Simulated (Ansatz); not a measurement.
## NaF: all-electron results

```xyz
2
Lattice="0.0000 2.2859 2.2859 2.2859 0.0000 2.2859 2.2859 2.2859 0.0000" Properties=species:S:1:pos:R:3 pbc="T T T"
Na    0.0000    0.0000    0.0000
F     2.2859    2.2859    2.2859
```

Atom numbers follow the list: Na1, F2.

The conventional cell has a = 4.572 Å, b = 4.572 Å, c = 4.572 Å, α = 90.00°, β = 90.00°, γ = 90.00°. Na (atom 1) is surrounded by 6 F at 2.29 Å. F (atom 2) has 6 Na at 2.29 Å as nearest neighbours.

The cell is the one relaxed in the Materials Project (mp-682), not relaxed further here; entries there can be hypothetical.

All numbers are computed: DFT, LDA, all-electron LAPW, scalar-relativistic (Ansatz 0.2.0); DFT, LDA, PAW with Ansatz's default frozen-core files, scalar-relativistic (Ansatz 0.2.0).

For LAPW: a Γ-centred 10×10×10 k mesh, Fermi–Dirac smearing of 0.03 eV, basis error target 0.25 meV/atom, no spin polarisation. PAW takes a cutoff of 420 eV at this cell (files made with PBE, cores remade for this functional). The Ansatz runs share mesh, smearing and spin set-up. Values come from LAPW unless marked.

```json
{
 "Pressure at this cell": "-2.48 GPa",
 "Band gap": "6.18 eV, direct at Γ",
 "Volume per atom": "11.94 Å³"
}
```

Question: Give the computed value. Bader charges (from the PAW run).

Answer: Na1 +0.87, F2 -0.87 e.

Question: Give the computed value. Löwdin charges (with 0.05 e of the cell spilling out of the atomic basis, so their sizes and signs hang on that basis).

Answer: Na1 0.77, F2 -0.72 e.
